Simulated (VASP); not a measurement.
Wanted: the native input for a VASP 6.6.1 run.

* Task: relaxation of cell and atoms
* Functional: PBEsol
* Potentials or basis: VASP PAW PBE potentials, release 64 (Zn, O)
* Cutoff: 600 eV
* k mesh: 9 × 9 × 5
* Occupations: gaussian, width 0.03 eV
* Spin: no spin polarisation
* Further INCAR settings: ALGO = Normal; EDIFF = 1e-06; IBRION = 2; EDIFFG = -0.01; NSW = 90; ISIF = 3

The structure of ZnO lies in POSCAR:

```
ZnO
1.0
    3.2493080000      0.0000000000      0.0000000000
   -1.6246540000      2.8139832700      0.0000000000
    0.0000000000      0.0000000000      5.2057090000
Zn O
2 2
Direct
    0.3333333300      0.6666666700      0.5000000000
    0.6666666700      0.3333333300      0.0000000000
    0.6666666700      0.3333333300      0.3790100000
    0.3333333300      0.6666666700      0.8790100000
```

These files were run (other wordings do the same):

INCAR

```
SYSTEM = ZnO
  ALGO = Normal
  EDIFF = 1E-6
  EDIFFG = -0.01
  ENCUT = 600
  GGA = PS
  IBRION = 2
  ISIF = 3
  ISMEAR = 0
  LASPH = .TRUE.
  LCHARG = .FALSE.
  LREAL = .FALSE.
  LWAVE = .FALSE.
  NELM = 80
  NSW = 90
  PREC = Accurate
  SIGMA = 0.03
```

KPOINTS

```
k-points
0
G
  9 9 5
  0 0 0
```

Potentials or basis: VASP PAW PBE potentials, release 64 (Zn, O).

Command:

```console
$ cat potpaw_PBE.64/Zn/POTCAR potpaw_PBE.64/O/POTCAR > POTCAR
$ mpirun -np 1 vasp_std > vasp.out
```

Results of the run:

```yaml
Relaxed_volume: 11.84 Å³/atom
Relaxed_cell: a = 3.236 Å, b = 3.236 Å, c = 5.222 Å, α = 90.00°, β = 90.00°, γ = 120.00°
Space_group_after_relaxing_to_0.05_Å: P6_3mc (No. 186)
Energy_gained_by_relaxing: 0.4 meV/atom
Ionic_steps: 8
Pressure_after_relaxing: 0.0 GPa
Band_gap_on_the_k_mesh: 0.68 eV, direct
```

Caveat: the PAW data sets were made with another functional, which shifts forces and pressure a little.

Wall time 82 s on 1 thread of Intel(R) Xeon(R) 6975P-C (Granite Rapids), on a shared host, peak memory 0.2 GiB.
